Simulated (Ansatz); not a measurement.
Relaxed ZnTe (zinc blende):

```
ZnTe
1.0
    0.00000     6.17910     6.17910
    3.08955     3.08955     6.17910
    3.08955     3.08955     0.00000
Te Zn
2 2
Direct
  0.00000   0.75000   0.75000
  0.50000   0.75000   0.75000
  0.00000   0.00000   0.00000
  0.50000   0.00000   0.00000
```

The atoms are displaced by Q × the pattern below (from a DFPT mode at X = (0.5, 0.5, 0.0), largest move 1; Q in Å), at fixed cell. (q is in reciprocal vectors of the primitive cell; the cell shown is doubled to hold the pattern.)

| atom | x | y | z |
|---|---|---|---|
| Zn3 | 0.000 | 0.000 | 1.000 |
| Zn4 | 0.000 | 0.000 | -1.000 |

Atoms not listed stay in place.

The numbers are results of PBE (plane waves to 420 eV, PAW, scalar-relativistic; Ansatz, a quantum-chemistry and plane-wave program), not measurements. k mesh 9×9×9 (Γ-centred), Fermi-Dirac smearing 0.05 eV. E stands for the smeared free energy. Spin-orbit coupling is left out, though Te is heavy. ZnTe was relaxed with its symmetry unable to fall. ΔE is measured from the undisplaced structure.

### Question
Predict the ΔE (eV/cell) at Q (Å) = -0.050, -0.033, 0.017, 0.033, 0.050, 0.100.

### Answer
```csv
Q (Å),ΔE (eV/cell)
-0.050,0.0179
-0.033,0.0080
0.017,0.0020
0.033,0.0080
0.050,0.0179
0.100,0.0716
```

(For displaced atoms, the force is minus the slope of the energy, and its curvature is a force constant, which sets phonon frequencies.)
